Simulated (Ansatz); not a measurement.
Crystal: Zn.

```
Zn
1.0
    -1.56904    1.56904    1.56904
     1.56904   -1.56904    1.56904
     1.56904    1.56904   -1.56904
Zn
1
Direct
  0.00000 0.00000 0.00000
```

This isn't the form of Zn at room conditions, which is hcp.

- Program: Ansatz 0.2.0
- Task: single point
- Functional: PBEsol
- Potentials or basis: all-electron LAPW, scalar-relativistic
- Cutoff: 253 eV (chosen from the basis error)
- Basis error allowed: 0.001 eV/atom
- k mesh: 12 × 12 × 12
- Occupations: fermi-dirac, width 0.05 eV
- Spin: no spin polarisation

On this cell: pressure -5.2 GPa; band gap on the k mesh none (metal or under the smearing width).

The same run follows on a disturbed copy (cell strained at random at fixed volume):

```
Zn
1.0
    -1.52714    1.56173    1.52690
     1.48647   -1.65878    1.58329
     1.56585    1.69749   -1.62395
Zn
1
Direct
  0.01976 0.99531 0.01093
```

What changes?

The energy (extrapolated to zero smearing) moves by -8.4 meV/atom; pressure -4.9 GPa; band gap on the k mesh none (metal or under the smearing width).

Stress tensor (GPa, compression positive):
```
-6.11  0.62  0.18
 0.62 -4.27 -1.43
 0.18 -1.43 -4.44
```

The energy falls, though the first cell shows no forces: that form is unstable against this distortion, unless noise or another electronic state is at work.
